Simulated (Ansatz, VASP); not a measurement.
**One calculation of CdSe, two programs**

```
Cd Se
1.0
     4.26433    0.00000    0.00000
    -2.13216    3.69302    0.00000
     0.00000    0.00000    7.19131
Cd Se
2 2
Direct
  0.33333 0.66667 0.00332
  0.66667 0.33333 0.50332
  0.33333 0.66667 0.37168
  0.66667 0.33333 0.87168
```

Change from the starting cell: epitaxial_xy strain -1.8%.

Alike in both runs: task single point; functional PBE; k mesh 12 × 12 × 4; occupations fermi-dirac, width 0.02 eV; no spin polarisation.

```csv
,VASP,Ansatz
version,VASP 6.6.1,Ansatz 0.2.0
potentials or method,"VASP PAW PBE potentials, release 64 (Cd, Se)","plane waves, PAW"
plane-wave cutoff (eV),520,420
valence electrons in the cell,36,72
```

|  | VASP | Ansatz | Ansatz less VASP |
| --- | --- | --- | --- |
| pressure (GPa) | 2.7 | 2.4 | -0.31 |
| largest component of the traceless stress (GPa) | 0.89 | 0.88 | -0.002 |

The two sets of potentials don't hold the same shells in valence.
